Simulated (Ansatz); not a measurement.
Si2Mo in Ansatz: the effect of Hubbard term

Crystal: Si2Mo.

```xyz
3
Lattice="-1.6000 1.6000 3.9305 1.6000 -1.6000 3.9305 1.6000 1.6000 -3.9305" Properties=species:S:1:pos:R:3 pbc="T T T"
Mo    0.0000    0.0000    0.0000
Si    0.0000    0.0000    5.2433
Si    0.0000    0.0000    2.6177
```

Alike in all runs:

```yaml
Program: Ansatz 0.2.0
Task: projected density of states
Functional: PBE
Potentials_or_basis: Ansatz PAW
Cutoff: "420 eV (not typed: the program's choice for these potentials)"
k_mesh: 12 × 12 × 12
Occupations: fermi-dirac, width 0.05 eV
Spin: no spin polarisation
Hubbard_projectors: ortho-atomic (the default)
Double_counting: fll (the default)
```

```csv
Hubbard term,pressure (GPa),largest force (eV/Å)
none,2.2,0.28
Mo d U = 1 eV,2.0,0.34
Mo d U = 2 eV,1.7,0.41
Mo d U = 3 eV,?,?
Mo d U = 4 eV,1.3,0.55
Mo d U = 5 eV,1.2,0.62
Mo d U = 6 eV,1.2,0.69
Mo d U = 8 eV,2.0,0.84
```

Problem. What does the run with Hubbard term Mo d U = 3 eV give?

Solution. Pressure 1.5 GPa; largest force 0.48 eV/Å.

Worked out: A parabola through the other rows of the pressure, of slope -0.162 GPa per eV there, gives 1.4 GPa, against the run's 1.5. A straight line through the other rows of the largest force, of slope 0.0701 eV/Å per eV, gives 0.48 eV/Å, against the run's 0.48.

Caveats: the density of states is complete only up to the lowest level of the last band computed; U without spin polarisation on a metal has little footing (some runs); the U is typed as a test and isn't derived for this compound (some runs).
